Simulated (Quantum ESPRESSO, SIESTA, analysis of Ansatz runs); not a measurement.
# V_Li in LiCl (Fm-3m): how far do the levels depend on the basis, the mesh and the program? (SIESTA and Quantum ESPRESSO), part 2 of 6

We place the charge-transition levels of V_Li in LiCl (Fm-3m) with atom-centred orbitals, then repeat the energies at other levels of method to see what holds. Model: a cell of 72 host atoms with 1 Li taken out.

SIESTA and Quantum ESPRESSO ; SIESTA numerical-orbital DFT, PBEsol, DZP basis, PseudoDojo 0.4.1 potentials converted to PSML; charged supercells in a uniform background, point-charge correction with alignment at far sites.

So far. Step 2 (Band edges): The gap at this level is 6.65 eV.

## Step 3: Relaxing each charge state

Level of this step: SIESTA numerical-orbital DFT, PBEsol, DZP basis, PseudoDojo 0.4.1 potentials converted to PSML; relaxation of all atoms of a defect supercell (SIESTA).

Each state starts from the atoms near the defect displaced at random, so that no symmetry of the ideal site is imposed. An odd electron count needs spin polarisation, and the total moment is held fixed to keep the state apart from its neighbours in spin. Basis functions without a nucleus stand at the vacant site, for electrons that may collect there. Charge 0 is shown in full.

defect.fdf reads:

```
SystemName                      Li35Cl36
SystemLabel                     defect
NumberOfSpecies                 3
NumberOfAtoms                   72
%block ChemicalSpeciesLabel
  1    3 Li
  2   17 Cl
  3   -3 Li_ghost
%endblock ChemicalSpeciesLabel
LatticeConstant                 1.0 Ang
%block LatticeVectors
     0.003948000     7.590525000     7.590525000
     7.590525000     0.003948000     7.590525000
    10.120700000    10.120700000     0.005264000
%endblock LatticeVectors
AtomicCoordinatesFormat         Fractional
%block AtomicCoordinatesAndAtomicSpecies
     0.000000000     0.000000000     0.000000000  1
     0.166666667     0.166666667     0.125000000  2
     0.000000000     0.000000000     0.250000000  1
     0.168696689     0.168058602     0.376691126  2
    -0.001753606     0.004340814     0.501288072  1
     0.166666667     0.166666667     0.625000000  2
     0.000000000     0.000000000     0.750000000  1
     0.166666667     0.166666667     0.875000000  2
     0.000000000     0.333333333     0.000000000  1
     0.166666667     0.500000000     0.125000000  2
     0.001338505     0.327701860     0.251166042  1
     0.166666667     0.500000000     0.375000000  2
     0.002359183     0.334677288     0.495745617  1
     0.168842781     0.496720926     0.622642553  2
     0.000000000     0.333333333     0.750000000  1
     0.166666667     0.500000000     0.875000000  2
     0.000000000     0.666666667     0.000000000  1
     0.166666667     0.833333333     0.125000000  2
     0.000000000     0.666666667     0.250000000  1
     0.166666667     0.833333333     0.375000000  2
     0.000000000     0.666666667     0.500000000  1
     0.166666667     0.833333333     0.625000000  2
     0.000000000     0.666666667     0.750000000  1
     0.166666667     0.833333333     0.875000000  2
     0.333333333     0.000000000     0.000000000  1
     0.500000000     0.166666667     0.125000000  2
     0.333333333     0.000000000     0.250000000  1
     0.498156173     0.167613795     0.372037620  2
     0.333333333     0.000000000     0.500000000  1
     0.502306714     0.168685754     0.626008975  2
     0.333333333     0.000000000     0.750000000  1
     0.501329626     0.161143257     0.875760566  2
     0.333333333     0.333333333     0.000000000  1
     0.500000000     0.500000000     0.125000000  2
     0.333333333     0.333333333     0.250000000  1
     0.503114866     0.499675406     0.371062367  2
     0.329217413     0.335877169     0.502887606  1
     0.495125777     0.503913012     0.626408097  2
     0.335169348     0.335754249     0.745744631  1
     0.500000000     0.500000000     0.875000000  2
     0.333333333     0.666666667     0.000000000  1
     0.500000000     0.833333333     0.125000000  2
     0.333333333     0.666666667     0.250000000  1
     0.500687878     0.833051866     0.378315174  2
     0.337798979     0.665526447     0.500915093  1
     0.500000000     0.833333333     0.625000000  2
     0.333333333     0.666666667     0.750000000  1
     0.500000000     0.833333333     0.875000000  2
     0.666666667     0.000000000     0.000000000  1
     0.833333333     0.166666667     0.125000000  2
     0.666666667     0.000000000     0.250000000  1
     0.836897442     0.163344405     0.377259827  2
     0.670567209    -0.004477461     0.501716479  1
     0.831811639     0.162021038     0.627690222  2
     0.669385962     0.003731014     0.748182026  1
     0.833333333     0.166666667     0.875000000  2
     0.666666667     0.333333333     0.000000000  1
     0.836394076     0.494613176     0.126684306  2
     0.670799732     0.328480875     0.249423918  1
     0.829012242     0.500904459     0.374027302  2
     0.836784338     0.495495511     0.627127740  2
     0.669263279     0.334029601     0.751704683  1
     0.833333333     0.500000000     0.875000000  2
     0.666666667     0.666666667     0.000000000  1
     0.833333333     0.833333333     0.125000000  2
     0.671301746     0.665776642     0.250587298  1
     0.833333333     0.833333333     0.375000000  2
     0.668070546     0.669426226     0.495777626  1
     0.834625015     0.837130521     0.625100196  2
     0.666666667     0.666666667     0.750000000  1
     0.833333333     0.833333333     0.875000000  2
     0.666666667     0.333333333     0.500000000  3
%endblock AtomicCoordinatesAndAtomicSpecies
%block kgrid.MonkhorstPack
    1   0   0  0.25
    0   1   0  0.25
    0   0   1  0.25
%endblock kgrid.MonkhorstPack
XC.Functional                   GGA
XC.Authors                      PBEsol
PAO.BasisSize                   DZP
PAO.EnergyShift                 0.005 Ry
Mesh.Cutoff                     300 Ry
%block PAO.PolarizationScheme
  Li non-perturbative
  Li_ghost non-perturbative
%endblock PAO.PolarizationScheme
Spin                            polarized
%block DM.InitSpin
    30   0.200
    36   0.200
    38   0.200
    52   0.200
    54   0.200
%endblock DM.InitSpin
Spin.Fix                        true
Spin.Total                      1.0
OccupationFunction              FD
ElectronicTemperature           0.01 eV
MaxSCFIterations                150
SCF.MustConverge                true
SCF.Mixer.Method                Pulay
SCF.Mixer.Weight                0.1
SCF.Mixer.History               10
SCF.DM.Tolerance                3.0e-4
SCF.H.Tolerance                 3.0e-3 eV
WriteForces                     true
Charge.Mulliken                 end
SaveRho                         true
SaveElectrostaticPotential      true
Charge.Hirshfeld                end
Charge.Voronoi                  end
MD.TypeOfRun                    Broyden
MD.Steps                        90
MD.MaxForceTol                  0.04 eV/Ang
MD.MaxDispl                     0.15 Ang
WriteCoorStep                   true
AtomCoorFormatOut               Fractional
%block Geometry.Constraints
  atom [72]
%endblock Geometry.Constraints
```

Launch:

```console
$ OMP_NUM_THREADS=1 siesta defect.fdf > defect.out
```

The log of the run:

```text
Version         : 5.4.2

                           ***********************
                           *  WELCOME TO SIESTA  *
                           ***********************

[...]
reinit: Reading from file defect.fdf

reinit: -----------------------------------------------------------------------
reinit: System Name: Li35Cl36
reinit: -----------------------------------------------------------------------
reinit: System Label: defect
reinit: -----------------------------------------------------------------------

[...]
initatom: Reading input for the pseudopotentials and atomic orbitals ----------
Species number:   1 Atomic number:    3 Label: Li
Species number:   2 Atomic number:   17 Label: Cl
Species number:   3 Atomic number:   -3 Label: Li_ghost (floating PAOs)

[... pseudopotential checks and orbital generation ...]

prinput: Basis input

PAO.BasisType split

%block ChemicalSpeciesLabel
    1    3 Li                      # Species index, atomic number, species label
    2   17 Cl                      # Species index, atomic number, species label
    3   -3 Li_ghost                # Species index, atomic number, species label
%endblock ChemicalSpeciesLabel

%block PAO.Basis                 # Define Basis set
# WARNING: This information might be incomplete!
Li                    3                    # Species label, number of l-shells
 n=1   0   1                         # n, l, Nzeta
   2.646
   1.000
 n=2   0   2                         # n, l, Nzeta
   9.893      7.239
   1.000      1.000
 n=2   1   1                         # n, l, Nzeta
   9.893
   1.000
Cl                    2                    # Species label, number of l-shells
 n=3   0   2                         # n, l, Nzeta
   4.413      2.893
   1.000      1.000
 n=3   1   2 P   1                   # n, l, Nzeta, Polarization, NzetaPol
   5.490      3.619
   1.000      1.000
Li_ghost              3                    # Species label, number of l-shells
 n=1   0   1                         # n, l, Nzeta
   2.646
   1.000
 n=2   0   2                         # n, l, Nzeta
   9.893      7.239
   1.000      1.000
 n=2   1   1                         # n, l, Nzeta
   9.893
   1.000
%endblock PAO.Basis

prinput: ----------------------------------------------------------------------

coor:   Atomic-coordinates input format  =     Fractional

[...]
siesta: System type = bulk

initatomlists: Number of atoms, orbitals, and projectors:     72   684   928

[... echo of the settings ...]

siesta: k-grid: Number of k-points = 1
siesta: k-points from Monkhorst-Pack grid
siesta: k-cutoff (effective) =     5.365 Ang
siesta: k-point supercell and displacements
siesta: k-grid:     1     0     0      0.250
siesta: k-grid:     0     1     0      0.250
siesta: k-grid:     0     0     1      0.250

diag: Algorithm                                     = D&C
diag: Absolute tolerance                            =  0.100E-15
diag: Orthogonalization factor                      =  0.100E-05

superc: Internal auxiliary supercell:     3 x     3 x     3  =      27
superc: Number of atoms, orbitals, and projectors:   1944  18468  25056

siesta: Constraint (1): pos
  [ 72 ]

                     ====================================
                        Begin Broyden opt. move =      0
                     ====================================

[...]
superc: Internal auxiliary supercell:     3 x     3 x     3  =      27
superc: Number of atoms, orbitals, and projectors:   1944  18468  25056

outcell: Unit cell vectors (Ang):
        0.003948    7.590525    7.590525
        7.590525    0.003948    7.590525
       10.120700   10.120700    0.005264

outcell: Cell vector modules (Ang)   :   10.734624   10.734624   14.312832
outcell: Cell angles (23,13,12) (deg):     59.9656     59.9656     59.9656
outcell: Cell volume (Ang**3)        :   1165.3200
[...]
Initializing Density Matrix...

[...]
DM filled with atomic data (user-defined):

InitMesh: MESH = 96 x 96 x 128 = 1179648
InitMesh: Mesh cutoff (required, used) =   300.000   331.388 Ry

[...]
iscf     Eharris(eV)        E_KS(eV)     FreeEng(eV)     dDmax     Ef_up Ef_dn(eV) dHmax(eV)
   scf:    1   -22897.346618   -22955.872304   -22955.882339  0.335733 -2.600082 -8.970076  2.365077
[...]
scf:    2   -22954.134593   -22955.684741   -22955.691343  0.240903 -2.589058 -8.979064  2.526342
[...]
scf:    3   -22956.294504   -22956.203456   -22956.218107  0.161430 -2.584713 -8.994924  0.586997
[...]
scf:    4   -22956.264816   -22956.248642   -22956.263096  0.052132 -2.578682 -8.994251  0.480855
[...]
scf:    5   -22956.285445   -22956.275052   -22956.289807  0.025671 -2.569650 -8.989258  0.418064
[...]
scf:    6   -22956.290512   -22956.294963   -22956.310664  0.030741 -2.546323 -8.978672  0.355932
[...]
scf:    7   -22956.265505   -22956.292079   -22956.306680  0.029991 -2.533288 -8.962528  0.415672
[...]
scf:    8   -22956.300897   -22956.298971   -22956.313443  0.018457 -2.524761 -8.957824  0.263470
[...]
scf:    9   -22956.287509   -22956.301492   -22956.317087  0.029917 -2.510725 -8.953454  0.233789
[...]
scf:   10   -22956.304387   -22956.303395   -22956.318977  0.006215 -2.503795 -8.949308  0.150749
[...]
scf:    5   -22956.473479   -22956.473176   -22956.486827  0.002535 -2.479579 -9.031861  0.013726
[...]
scf:    6   -22956.473186   -22956.473205   -22956.486869  0.001184 -2.479859 -9.031618  0.011679
[...]
scf:    7   -22956.473195   -22956.473211   -22956.486885  0.000767 -2.479764 -9.031702  0.004190
[...]
scf:    8   -22956.473224   -22956.473219   -22956.486890  0.000283 -2.479665 -9.031740  0.003619
[...]
scf:    9   -22956.473220   -22956.473220   -22956.486890  0.000172 -2.479654 -9.031745  0.002827
     spin moment: {S} , |S| = {        0.0        0.0    1.00000 }     1.00000

SCF Convergence by DM+H criterion
[...]
SCF cycle converged after 9 iterations

[...]
siesta: E_KS(eV) =           -22956.4732

siesta: Atomic forces (eV/Ang):
     1    0.002198    0.001198   -0.000181
     2   -0.001144   -0.007067   -0.000910
     3   -0.020432   -0.007879   -0.005033
     4    0.003841   -0.002640   -0.005939
     5   -0.004924   -0.017449   -0.011424
     6    0.007343   -0.006799    0.008035
     7    0.009409    0.021102    0.006577
     8   -0.001575    0.008337   -0.005694
     9   -0.002362    0.005200   -0.003224
    10   -0.002142   -0.007146    0.008049
[...]
68   -0.003106    0.003387   -0.017338
    69    0.011208   -0.009787    0.010842
    70    0.010486    0.003445   -0.004100
    71   -0.000167   -0.005914    0.011203
    72    0.000035   -0.000204   -0.000086
   Tot   -0.005753    0.013420    0.007120
   Max    0.029981
   Res    0.007815    sqrt( Sum f_i^2 / 3N )
   Max    0.029981    constrained

Stress tensor Voigt[x,y,z,yz,xz,xy] (kbar):       -1.37       -1.36        0.56       -1.21       -1.21        0.75
[...]
outcoor: Relaxed atomic coordinates (fractional):
    0.00108389   -0.00078713   -0.00016225   1       1  Li
    0.16770549    0.16596805    0.12492959   2       2  Cl
   -0.00087554    0.00046346    0.25046813   1       3  Li
    0.16811974    0.16608942    0.37481965   2       4  Cl
   -0.00429868    0.00566369    0.50099831   1       5  Li
    0.16688681    0.16708712    0.62444896   2       6  Cl
   -0.00104284    0.00146236    0.74987938   1       7  Li
    0.16666351    0.16738721    0.87496031   2       8  Cl
    0.00064848    0.33277277   -0.00030790   1       9  Li
    0.16730731    0.49894433    0.12478919   2      10  Cl
   -0.00371907    0.33166608    0.25379024   1      11  Li
    0.16702483    0.49986865    0.37514972   2      12  Cl
   -0.00407101    0.33469215    0.49870725   1      13  Li
    0.16641474    0.50085628    0.62471409   2      14  Cl
    0.00073598    0.33220914    0.75039149   1      15  Li
    0.16681172    0.49931301    0.87498237   2      16  Cl
    0.00065429    0.66641258    0.00026685   1      17  Li
    0.16678529    0.83318035    0.12518904   2      18  Cl
   -0.00214508    0.66424038    0.25139363   1      19  Li
    0.16769941    0.83309627    0.37565972   2      20  Cl
[...]
0.66752309    0.33350048    0.74820576   1      62  Li
    0.83372273    0.49990795    0.87490823   2      63  Cl
    0.66664782    0.66639115    0.00031335   1      64  Li
    0.83288728    0.83379488    0.12480371   2      65  Cl
    0.66913906    0.66152370    0.25297057   1      66  Li
    0.83325979    0.83334832    0.37553633   2      67  Cl
    0.66819545    0.66271040    0.49900452   1      68  Li
    0.83468817    0.83213313    0.62559537   2      69  Cl
    0.66657389    0.66703017    0.75012445   1      70  Li
    0.83337913    0.83219384    0.87585904   2      71  Cl
    0.66666667    0.33333333    0.50000000   3      72  Li_ghost

[...]
siesta: Final energy (eV):
siesta:  Band Struct. =   -7478.625095
siesta:       Kinetic =   10415.905266
siesta:       Hartree =    3602.494732
[...]
siesta:         Exch. =   -5476.682038
siesta:         Corr. =    -471.899585
[...]
siesta:   Exch.-corr. =   -5948.581623
siesta:  Ion-electron =  -19180.520674
siesta:       Ion-ion =  -11845.770922
[...]
siesta:         Total =  -22956.473220
siesta:      Fermi_up =      -2.479654
siesta:      Fermi_dn =      -9.031745

siesta: Stress tensor (static) (eV/Ang**3):
siesta:    -0.000856    0.000466   -0.000755
siesta:     0.000466   -0.000849   -0.000758
siesta:    -0.000755   -0.000758    0.000348

siesta: Cell volume =       1165.320042 Ang**3

siesta: Pressure (static):
siesta:                Solid            Molecule  Units
siesta:           0.00000493          0.00000438  Ry/Bohr**3
siesta:           0.00045253          0.00040257  eV/Ang**3
siesta:           0.72503224          0.64499448  kBar

[...]
mulliken: Qtot =      179.000

[...]
mulliken: Qtot =      178.000

Mulliken Atomic Populations:
Atom #   charge [q] valence [e]      Sz [e]  Species
     1     0.164914    2.835086   -0.000127  Li
     2    -0.159057    7.159057    0.018490  Cl
     3     0.149209    2.850791   -0.001101  Li
     4    -0.158757    7.158757    0.021645  Cl
     5     0.159071    2.840929   -0.002718  Li
     6    -0.156387    7.156387    0.023794  Cl
     7     0.149957    2.850043   -0.000968  Li
     8    -0.161512    7.161512    0.011933  Cl
     9     0.158176    2.841824   -0.000587  Li
    10    -0.161287    7.161287    0.012196  Cl
    11     0.162855    2.837145   -0.001832  Li
    12    -0.156453    7.156453    0.024096  Cl
    13     0.160525    2.839475   -0.002094  Li
    14    -0.158470    7.158470    0.022880  Cl
    15     0.157125    2.842875   -0.000816  Li
    16    -0.158919    7.158919    0.018832  Cl
    17     0.163268    2.836732   -0.000315  Li
    18    -0.166923    7.166923    0.003475  Cl
    19     0.153091    2.846909   -0.000675  Li
    20    -0.147155    7.147155    0.045461  Cl
[...]
62     0.158965    2.841035   -0.002305  Li
    63    -0.162671    7.162671    0.009577  Cl
    64     0.157887    2.842113   -0.000613  Li
    65    -0.161833    7.161833    0.011158  Cl
    66     0.160706    2.839294   -0.002009  Li
    67    -0.156180    7.156180    0.024098  Cl
    68     0.161346    2.838654   -0.002177  Li
    69    -0.158490    7.158490    0.022393  Cl
    70     0.155546    2.844454   -0.000825  Li
    71    -0.159562    7.159562    0.017052  Cl
    72     3.015154   -0.015154   -0.001739  Li_ghost
 Total     3.000000                1.000000

[...]
Job completed
```

Elapsed: 30 min, on 1 MPI rank of Arm Neoverse V2, shared host; peak memory 1.3 GiB.

The steps and moves of this run count from the displaced start.

Relaxation path:

```tsv
step	energy less that of the first step (eV)	largest force (eV/Å)
0	0.0000	0.3242
1	-0.0229	0.3032
2	-0.1518	0.0892
3	-0.1574	0.0648
4	-0.1673	0.0301
```

The atoms that moved most (Å):

```tsv
atom	dx	dy	dz	length
Cl60	0.000	0.046	0.086	0.097
Cl30	-0.031	-0.029	-0.085	0.095
Cl54	0.020	0.054	0.057	0.081
Cl52	-0.064	-0.036	-0.009	0.074
Li37	-0.049	0.034	0.038	0.070
Li62	-0.039	-0.049	-0.017	0.065
Li53	0.047	-0.031	0.030	0.064
Li68	-0.018	0.034	-0.050	0.063
```

Neighbours of the ideal centre at the end:

```tsv
atom	distance (Å)
Cl30	2.582
Cl36	2.586
Cl60	2.589
Cl52	2.596
Cl54	2.599
Cl38	2.600
Li45	3.512
Li39	3.514
Li5	3.523
Li55	3.524
Li66	3.528
Li11	3.529
Li13	3.533
Li68	3.537
Li37	3.537
Li53	3.539
```

Energies on the run's own zero. States near gap, by row:

```tsv
spin	k	band	energy (eV)	filled by count
up	0	175	-9.229	1
up	0	176	-9.154	1
up	0	177	-9.148	1
up	0	178	-9.103	1
up	0	179	-9.078	1
up	0	180	-2.186	0
up	0	181	-1.962	0
up	0	182	-1.764	0
up	0	183	-1.754	0
down	0	174	-9.198	1
down	0	175	-9.191	1
down	0	176	-9.104	1
down	0	177	-9.08	1
down	0	178	-9.037	1
down	0	179	-9.027	0
down	0	180	-2.181	0
down	0	181	-1.957	0
down	0	182	-1.758	0
```

Spin density in the ac plane at fractional y = 0.333, through the centre, with atoms of Li within 0.45 Å of it.

Ten even steps from '0' (-0.25 × 1e-3 e/Å³) to '9' (1.07 × 1e-3 e/Å³), each cell a mean:
```
122111111112111111111111111111
222222221111211222111221222222
111111222111211111111111112221
111111122111222112211122111111
111122222211122112221122221111
111111111111111111110111111111
111112221111111232111111122211
111112332111112477300111123321
112112232112321367510233112321
123321121113554234310378521111
112321111112344322211257631111
011211111101101111111122210011
111111221111101343211121111111
111112332111112599521222234531
112211232111211258620254323442
112321112112332112200278621121
112332111111233211110136631111
111221111111111111110112211111
112221111111111111111111111111
122222211111111222222222122221
112211111111111111111111112221
112221122212222111111122111111
112222222221222211221112221222
111111111111111111111111111111
```
Columns run along a (10.7 Å), rows up along c (14.3 Å). Atoms in or near the plane, at fractional coordinates: Li at (0.00, 0.00), Li at (0.00, 0.25), Li at (0.00, 0.50), Li at (0.00, 0.75), Li at (0.33, 0.00), Li at (0.33, 0.25), Li at (0.34, 0.50), Li at (0.34, 0.75), Li at (0.67, 0.00), Li at (0.67, 0.25), Li at (0.67, 0.75).

Electrostatic potential energy in the ac plane at fractional y = 0.333, through the centre, with atoms of Li within 0.45 Å of it. With pseudopotentials it is smooth inside the atoms' cores, unlike the true potential.

Ten even steps from '0' (-32 eV) to '9' (-1 eV), each cell a mean:
```
125889987412588998741258899874
777889999877788999987778899998
998999999999899999999989999999
999999988899999998889999999888
688999876678899987667889998765
047899875004789987400478998740
125889987411578998741258899874
777889999876788999987778899998
998999999999899999999999999999
999999988899999999999999999888
789999876568899999999999998765
147899874003789999999999998730
126899987412579999999999999873
777899999877788999999999999998
998999999999899999999999999999
999999988899999998889999999888
688999876568899987656889998755
047899874004789987400378998730
136899987412588998741258899874
777899999877788999987778899998
999999999999899999999999999999
999999988899999998889999999888
688999876568899987656889998765
047899874004789987400478998740
```
Columns run along a (10.7 Å; values clipped at the 3rd and 97th percentile), rows up along c (14.3 Å). Atoms in or near the plane, at fractional coordinates: Li at (0.00, 0.00), Li at (0.00, 0.25), Li at (0.00, 0.50), Li at (0.00, 0.75), Li at (0.33, 0.00), Li at (0.33, 0.25), Li at (0.34, 0.50), Li at (0.34, 0.75), Li at (0.67, 0.00), Li at (0.67, 0.25), Li at (0.67, 0.75).

(Part 2 of 6 ends here.)

[Logs are printed without paths, hosts, clocks, repeated set-up lines and the standing remarks that a program may print on its own settings, such as how far it seeks lower states.]

[Hosts, paths, dates, database ids (printed as entryN), source tags and the programs' standing remarks are cut or masked in the printed files.]

[For some hosts the program warned that the k-mesh of the response run may be too coarse for force constants and the static dielectric constant; such warnings are not shown here.]

[Charge tables in the logs are Mulliken or Hirshfeld populations, whose sizes and signs can differ; where basis functions stand at a vacancy, SIESTA counts their charge against the missing atom's valence.]

[In relaxation paths of CP2K, step 0 can be the structure after the first move, since the trajectory file begins there, and the last row can be the final structure solved once more.]
